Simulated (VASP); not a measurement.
A VASP calculation is set up with these files.

### INCAR
```
LCHARG = .False.
NELM = 100   ! most electronic steps
ALGO = Normal   ! blocked Davidson
SIGMA = 0.05   ! width (eV)
LMAXMIX = 4   ! l cut-off of mixed one-centre charges
LREAL = .False.
ISMEAR = 0   ! Gaussian
PREC = Accurate
SYSTEM = SrF2
ISIF = 2   ! forces and stress, cell fixed
LASPH = .True.   ! aspherical one-centre terms
ENCUT = 520   ! plane-wave cut-off (eV)
EDIFF = 1E-7   ! SCF stop (eV)
GGA = PS
LWAVE = .False.
```

**POSCAR**
```
SrF2
1
    0.0000000000     2.8241958868     2.8241958868
    2.8241958868     0.0000000000     2.8241958868
    2.8241958868     2.8241958868     0.0000000000
Sr F
1 2
Direct
  0.0000000000   0.0000000000   0.0000000000
  0.2500000000   0.2500000000   0.2500000000
  0.7500000000   0.7500000000   0.7500000000
```

### KPOINTS
```
Automatic mesh
0
Gamma
7 7 7
0 0 0
```

POTCAR, in this order: Sr_sv F (PBE.64 set). Program: vasp_std.

Problem. Translate this PBEsol calculation to Ansatz.

Solution. One equivalent input (not run):
Ansatz 0.2 input:
```yaml
crystal:
  lattice:
    - [0.0000000, 2.8241959, 2.8241959]
    - [2.8241959, 0.0000000, 2.8241959]
    - [2.8241959, 2.8241959, 0.0000000]
  atoms:
    - { symbol: Sr, position: [0.0000000, 0.0000000, 0.0000000] }
    - { symbol: F, position: [0.2500000, 0.2500000, 0.2500000] }
    - { symbol: F, position: [0.7500000, 0.7500000, 0.7500000] }
kpoints:
  mp_grid: { grid: [7, 7, 7] }
hamiltonian:
  xc: pbesol
  pseudopotentials: { kind: paw }
scf:
  occupations: { method: gaussian, width: 0.05 }
  max_iter: 100
output: { forces: true, stress: true, eigenvalues: true }
```
What does not carry over: each code has its own PAW files, so the cut-off isn't converted (ENCUT is set for VASP's; basis.ecutwfc is left out, and Ansatz then takes the one that its files recommend); Ansatz stops its SCF on the density residual and VASP on the energy change (EDIFF).

The compound is SrF2 in the fluorite structure. This cell is one point of a volume scan, at 0.94 of the reference volume.
